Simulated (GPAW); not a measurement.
Runs of GPAW 26.7.0 on As. The structure is trigonal, space group R-3m (No. 166). The conventional cell has a = 3.762 Å, b = 3.762 Å, c = 10.542 Å, α = 90.00°, β = 90.00°, γ = 120.00°. Around As (site symmetry 3m) lie 3 As at 2.51 Å. 

```csv
task,level,potentials or basis,cell,cutoff (eV),maxiter,convergence,optimizer,fmax,max steps,gap on the mesh (eV),pressure (GPa),largest force (eV/Å)
single point,PBE,"GPAW PAW data sets (gpaw-data 1.2.1), pw",as given,450,120,default,-,-,-,none,3.8,0.44
relaxation of cell and atoms,PBEsol,"PAW data sets generated in the run's folder for this functional, pw",relaxed to 5 GPa,600,150,density=1e-05 forces=0.0001,BFGS,0.02 eV/Å,60,0.26,5.0,-
relaxation of cell and atoms,PBEsol,"PAW data sets generated in the run's folder for this functional, pw",relaxed to 2 GPa,600,150,density=1e-05 forces=0.0001,BFGS,0.02 eV/Å,60,(a),2.0,-
relaxation of cell and atoms,PBEsol,"PAW data sets generated in the run's folder for this functional, pw",relaxed,600,150,density=1e-05 forces=0.0001,BFGS,0.02 eV/Å,60,0.34,0.0,0.01
relaxation of cell and atoms,PBEsol,"PAW data sets generated in the run's folder for this functional, pw",relaxed to 30 GPa,600,150,density=1e-05 forces=0.0001,BFGS,0.02 eV/Å,60,none,30.0,-
single point,LDA,"the program's PAW data sets (release 1.2.1) made for this functional, pw",as given,450,120,default,-,-,-,none,-1.2,(b)
relaxation of cell and atoms,PBEsol,"PAW data sets generated in the run's folder for this functional, pw",relaxed to 10 GPa,600,150,density=1e-05 forces=0.0001,BFGS,0.02 eV/Å,60,none,10.0,-
relaxation of cell and atoms,PBEsol,"PAW data sets generated in the run's folder for this functional, pw",relaxed to 20 GPa,600,150,density=1e-05 forces=0.0001,BFGS,0.02 eV/Å,60,none,20.2,-
```

Alike in all rows: no spin polarisation; k mesh 7 × 7 × 7; smearing fermi-dirac 0.05 eV.

Task: Fill in the values left out.

Result: (a) 0.39; (b) 0.28.

Caveats: later steps reuse the first step's grids (some runs); an odd mesh through Γ misses points on the zone boundary, where band edges often lie (some runs); the cutoff is short for stress and forces, so pressures can be off by a GPa or more (some runs).

A k mesh can miss the band edges, and the runs leave out spin-orbit coupling on As.

A gap of «none» marks a metal or a gap under the smearing width.
